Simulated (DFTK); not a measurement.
# GaP (F-43m) in DFTK: equation of state

How stiff is GaP in PBEsol, and what volume does it want? The cell is scaled to several volumes.

Program: DFTK 0.8.2. These are calculated values, not measurements. Logs are shortened: lines on timing, memory, paths and dates and some standing lists are left out, and cuts for length are marked.

**Experimental background.**

From “Phosphorous dimerization in GaP at high pressure”, 2017, arxiv:1709.06667, for a bulk crystal of GaP: bulk modulus 87.5 ± 0.6 GPa.

The runs below are set against these values where they give the same quantity.

## Step 1: The structure

The structure is cubic, space group F-43m (No. 216). Conventional cell: a = 5.451 Å, b = 5.451 Å, c = 5.451 Å, α = 90.00°, β = 90.00°, γ = 90.00°. Around Ga (site symmetry -43m) lie 4 P at 2.36 Å. P (site symmetry -43m) has 4 Ga at 2.36 Å as nearest neighbours.

## Step 2: Equation of state, PBEsol

Contents of run.jl:

```julia
using DFTK
using PseudoPotentialData
using Unitful, UnitfulAtomic
using LinearAlgebra, Printf
include("save.jl")
disable_threading()

# lattice vectors are the columns
lattice = austrip(1u"Å") * [           0.0        2.72525        2.72525;
                  2.72525            0.0        2.72525;
                  2.72525        2.72525            0.0]
symbols   = [:Ga, :P]
positions = [[0.0, 0.0, 0.0],
             [0.75, 0.75, 0.75]]
pseudopotentials = PseudoFamily("dojo.nc.sr.pbesol.v0_4_1.standard.upf")
elements = Dict(s => ElementPsp(s, pseudopotentials) for s in unique(symbols))
atoms    = [elements[s] for s in symbols]

build_model(lattice, positions; symmetries=true) =
    model_DFT(lattice, atoms, positions;
              functionals=PBEsol(),
              temperature=austrip(0.05u"eV"),
              smearing=Smearing.FermiDirac(),
              symmetries)
Ecut  = 40.0  # hartree
kgrid = [8, 8, 8]
tol   = 1e-6
to_GPa = ustrip(uconvert(u"GPa", 1u"hartree/bohr^3"))

results["points"] = []
for scale in [0.94, 0.96, 0.98, 1.0, 1.02, 1.04, 1.06]
    println("\n=== scale = ", scale)
    model = build_model(cbrt(scale) * lattice, positions)
    basis = PlaneWaveBasis(model; Ecut, kgrid)
    t0 = time()
    scfres = self_consistent_field(basis;
                                   tol,
                                   nbandsalg=AdaptiveBands(model; n_bands_converge=14))
    seconds = time() - t0
    @printf "SCF: %d iterations, %.1f s\n" scfres.n_iter seconds
    forces = compute_forces_cart(scfres)
    stress = compute_stresses_cart(scfres)
    @printf "V = %.5f Å^3  F = %.8f Ha  max force = %.5f eV/Å  p = %.4f GPa\n" ustrip(auconvert(u"Å^3", model.unit_cell_volume)) scfres.energies.total ustrip(auconvert(u"eV/Å", maximum(norm, forces))) (-tr(stress) / 3 * to_GPa)
    push!(results["points"], save_scf!(scfres; forces, stress, d=Dict{String,Any}("seconds" => seconds, "n_matvec" => get(scfres, :n_matvec, 0))))
end

# third-order Birch-Murnaghan fit in x = V^(-2/3)
V = [0.94, 0.96, 0.98, 1.0, 1.02, 1.04, 1.06] * abs(det(lattice))
E = [p["total"] for p in results["points"]]
x = V .^ (-2 / 3)
c = [x .^ 0 x x .^ 2 x .^ 3] \ E
Δ = c[3]^2 - 3c[2] * c[4]
if Δ > 0
    x0 = (-c[3] + sqrt(Δ)) / 3c[4]
    B0 = 4 / 9 * x0^(7 / 2) * (2c[3] + 6c[4] * x0)
    @printf "V0 = %.4f Å^3  B0 = %.2f GPa\n" ustrip(auconvert(u"Å^3", x0^(-3 / 2))) B0 * to_GPa
end
```

Potentials or basis: dojo.nc.sr.pbesol.v0_4_1.standard.upf (PBEsol).

Launch:

```
$ julia --threads=1 run.jl  # save.jl only writes the numbers to a file and isn't shown; printed stress counts tension as positive; times include loading and compiling
```

Log:

```text
=== scale = 0.94
n     Energy            log10(ΔE)   log10(Δρ)   Diag   Δtime
---   ---------------   ---------   ---------   ----   ------
  1   -83.28429642536                   -0.89    5.0    8.76s
  2   -83.30058336769       -1.79       -1.43    2.0    5.20s
  3   -83.30088291783       -3.52       -1.96    2.0    4.72s
  4   -83.30090699731       -4.62       -2.57    1.9    4.31s
  5   -83.30090914552       -5.67       -3.38    2.2    4.68s
  6   -83.30090925751       -6.95       -3.41    2.7    6.01s
  7   -83.30090929904       -7.38       -4.16    1.6    4.38s
  8   -83.30090930105       -8.70       -4.60    2.1    4.50s
  9   -83.30090930132       -9.58       -4.74    1.9    4.79s
 10   -83.30090930143       -9.95       -5.66    1.6    4.32s
[... 63 further cycles ...]
  3   -83.30064482162       -3.48       -1.91    2.1    5.41s
  4   -83.30066636045       -4.67       -2.55    1.5    4.07s
  5   -83.30066855472       -5.66       -3.21    2.5    4.76s
  6   -83.30066876341       -6.68       -3.40    2.2    5.03s
  7   -83.30066881003       -7.33       -4.36    1.8    4.67s
  8   -83.30066881131       -8.89       -4.50    2.9    6.00s
  9   -83.30066881158       -9.58       -4.75    1.0    3.69s
 10   -83.30066881169       -9.95       -5.19    2.0    5.61s
 11   -83.30066881171      -10.84       -5.79    1.1    3.85s
 12   -83.30066881171      -11.62       -6.35    2.0    4.99s
SCF: 12 iterations, 61.3 s
V = 42.90964 Å^3  F = -83.30066881 Ha  max force = 0.00000 eV/Å  p = -4.7304 GPa
V0 = 40.2442 Å^3  B0 = 84.65 GPa
```

It took 14 min on 1 thread of Intel Xeon 6975P-C (Granite Rapids), shared host; peak memory 1.9 GiB.

What came out:

```
Equilibrium volume                      : 20.12 Å³/atom
Bulk modulus                            : 85 GPa
Pressure derivative of the bulk modulus : 4.5
```

Energy against volume, from the lowest point:
| volume (Å³/atom) | energy (meV/atom) |
| --- | --- |
| 19.026 | 17.29 |
| 19.431 | 6.51 |
| 19.836 | 0.92 |
| 20.240 | 0.00 |
| 20.645 | 3.25 |
| 21.050 | 10.23 |
| 21.455 | 20.56 |

## Step 3: Single point, PBEsol, 19.03 Å³/atom (volume scaled by 0.94)

run.jl is that of step 2.

Potentials or basis: dojo.nc.sr.pbesol.v0_4_1.standard.upf (PBEsol).

Launch:

```
$ julia --threads=1 run.jl  # one pass of the loop, scale = 0.94; save.jl only writes the numbers to a file and isn't shown; printed stress counts tension as positive; times include loading and compiling
```

It took 62 s on 1 thread of Intel Xeon 6975P-C (Granite Rapids), shared host.

The run converged. Its results:

```
Free energy            : -2266.7332 eV
Pressure               : 5.3 GPa
Band gap on the k mesh : 1.38 eV, indirect (least direct gap 2.25 eV)
```

## Step 4: Single point, PBEsol, 19.43 Å³/atom (volume scaled by 0.96)

run.jl is that of step 3.

Potentials or basis: dojo.nc.sr.pbesol.v0_4_1.standard.upf (PBEsol).

Launch:

```
$ julia --threads=1 run.jl  # one pass of the loop, scale = 0.96; save.jl only writes the numbers to a file and isn't shown; printed stress counts tension as positive; times include loading and compiling
```

Run time: 58 s. Hardware: 1 thread of Intel Xeon 6975P-C (Granite Rapids), shared host.

What came out:

```yaml
Free_energy: -2266.7548 eV
Pressure: 3.2 GPa
Band_gap_on_the_k_mesh: 1.43 eV, indirect (least direct gap 2.07 eV)
```

## Step 5: Single point, PBEsol, 19.84 Å³/atom (volume scaled by 0.98)

run.jl is that of step 4.

Launch:

```
$ julia --threads=1 run.jl  # one pass of the loop, scale = 0.98; save.jl only writes the numbers to a file and isn't shown; printed stress counts tension as positive; times include loading and compiling
```

It took 60 s on 1 thread of Intel Xeon 6975P-C (Granite Rapids), shared host.

Results (log left out):

- Free energy: -2266.7659 eV
- Pressure: 1.2 GPa
- Band gap on the k mesh: 1.48 eV, indirect (least direct gap 1.90 eV)

## Step 6: Single point, PBEsol, 20.24 Å³/atom

run.jl is that of step 5.

Potentials or basis: dojo.nc.sr.pbesol.v0_4_1.standard.upf (PBEsol).

Launch:

```
$ julia --threads=1 run.jl  # one pass of the loop, scale = 1.0; save.jl only writes the numbers to a file and isn't shown; printed stress counts tension as positive; times include loading and compiling
```

Run time: 61 s. Hardware: 1 thread of Intel Xeon 6975P-C (Granite Rapids), shared host.

Results (log left out):

```yaml
Free_energy: -2266.7678 eV
Pressure: -0.5 GPa
Band_gap_on_the_k_mesh: 1.52 eV, indirect (least direct gap 1.74 eV)
```

## Step 7: Single point, PBEsol, 20.65 Å³/atom (volume scaled by 1.02)

run.jl is that of step 6.

Launch:

```
$ julia --threads=1 run.jl  # one pass of the loop, scale = 1.02; save.jl only writes the numbers to a file and isn't shown; printed stress counts tension as positive; times include loading and compiling
```

Run time: 61 s. Hardware: 1 thread of Intel Xeon 6975P-C (Granite Rapids), shared host.

Results (log left out):

```
Free energy            : -2266.7613 eV
Pressure               : -2.1 GPa
Band gap on the k mesh : 1.52 eV, indirect (least direct gap 1.57 eV)
```

## Step 8: Single point, PBEsol, 21.05 Å³/atom (volume scaled by 1.04)

run.jl is that of step 7.

Launch:

```
$ julia --threads=1 run.jl  # one pass of the loop, scale = 1.04; save.jl only writes the numbers to a file and isn't shown; printed stress counts tension as positive; times include loading and compiling
```

Run time: 60 s. Hardware: 1 thread of Intel Xeon 6975P-C (Granite Rapids), shared host.

It converged, with:

| Item | Value |
| --- | --- |
| Free energy | -2266.7473 eV |
| Pressure | -3.5 GPa |
| Band gap on the k mesh | 1.42 eV, direct |

## Step 9: Single point, PBEsol, 21.45 Å³/atom (volume scaled by 1.06)

run.jl is that of step 8.

Potentials or basis: dojo.nc.sr.pbesol.v0_4_1.standard.upf (PBEsol).

Launch:

```
$ julia --threads=1 run.jl  # one pass of the loop, scale = 1.06; save.jl only writes the numbers to a file and isn't shown; printed stress counts tension as positive; times include loading and compiling
```

Wall time 61 s (1 thread of Intel Xeon 6975P-C (Granite Rapids), shared host).

It converged, with:

* Free energy: -2266.7267 eV
* Pressure: -4.7 GPa
* Band gap on the k mesh: 1.27 eV, direct

## Step 10: How close it comes

Step 2. Measured bulk modulus of GaP: 87.5 GPa (“Phosphorous dimerization in GaP at high pressure”, 2017, arxiv:1709.06667). This calculation gives 85 GPa (-3.3 %). The fit is for a static lattice scaled at fixed shape and fixed fractional positions.
